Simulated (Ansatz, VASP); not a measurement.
# One calculation of WC4, two programs

The input INCAR:

```
  ALGO = Normal
  EDIFF = 1E-7
  EDIFFG = -0.01
  ENCUT = 600
  GGA = PE
  IBRION = 2
  ISIF = 3
  ISMEAR = 0
  LASPH = True
  LCHARG = False
  LREAL = False
  LWAVE = False
  NELM = 100
  NSW = 100
  PREC = Accurate
  SIGMA = 0.1
```

KPOINTS

```
k-points
0
Gamma
  12 12 12
```

Contents of POSCAR:

```
WC4
1.0
   -2.4098110957      2.4098110957      2.4098110957
    2.4098110957     -2.4098110957      2.4098110957
    2.4098110957      2.4098110957     -2.4098110957
W C
1 4
Direct
    0.0000000000      0.0000000000      0.0000000000
    0.0000000000      0.0000000000      0.5000000000
    0.5000000000      0.0000000000      0.0000000000
    0.5000000000      0.5000000000      0.5000000000
    0.0000000000      0.5000000000      0.0000000000
```

Input for Ansatz:

```yaml
crystal:
  lattice:
    - [-2.4098110957, 2.4098110957, 2.4098110957]
    - [2.4098110957, -2.4098110957, 2.4098110957]
    - [2.4098110957, 2.4098110957, -2.4098110957]
  atoms:
    - { symbol: W, position: [0.0, 0.0, 0.0] }
    - { symbol: C, position: [0.0, 0.0, 0.5] }
    - { symbol: C, position: [0.5, 0.0, 0.0] }
    - { symbol: C, position: [0.5, 0.5, 0.5] }
    - { symbol: C, position: [0.0, 0.5, 0.0] }
basis:
  ecutwfc: 420
kpoints:
  mp_grid: { grid: [12, 12, 12] }
hamiltonian:
  xc: pbe
scf:
  occupations: { method: gaussian, width: 0.1 }
output:
  forces: true
  stress: true
  eigenvalues: true
relax:
  adjacent_minimum: "off"
  f_tol: 0.01
  max_steps: 80
  cell: { stress_tol: 0.05 }
```

Change from the starting cell: species swapped into the NiHg4 type (Im-3m, No. 229).

Alike in both runs: task relaxation of cell and atoms; functional PBE; k mesh 12 × 12 × 12; occupations gaussian, width 0.1 eV; no spin polarisation.

|  | VASP | Ansatz |
| --- | --- | --- |
| version | VASP 6.6.1 | Ansatz 0.2.0 |
| potentials or method | VASP PAW PBE potentials, release 64 (W_sv, C) | scalar-relativistic, plane waves, PAW |
| plane-wave cutoff (eV) | 600 | 420 |
| valence electrons in the cell | 30 | 30 |

|  | VASP | Ansatz | Ansatz less VASP |
| --- | --- | --- | --- |
| gap on the k mesh at the Fermi level, each at its own relaxed structure (eV) | none | none | - |
| relaxed volume (Å³/atom) | 11.19 | 11.18 | -0.011 |
| relaxed cell length with the largest relative difference (Å) | 4.173 | 4.171 | -0.0014 |

A gap of «none» marks a metal or a gap that the smearing closes.

Spin-orbit coupling is left out, which matters for the levels of W.
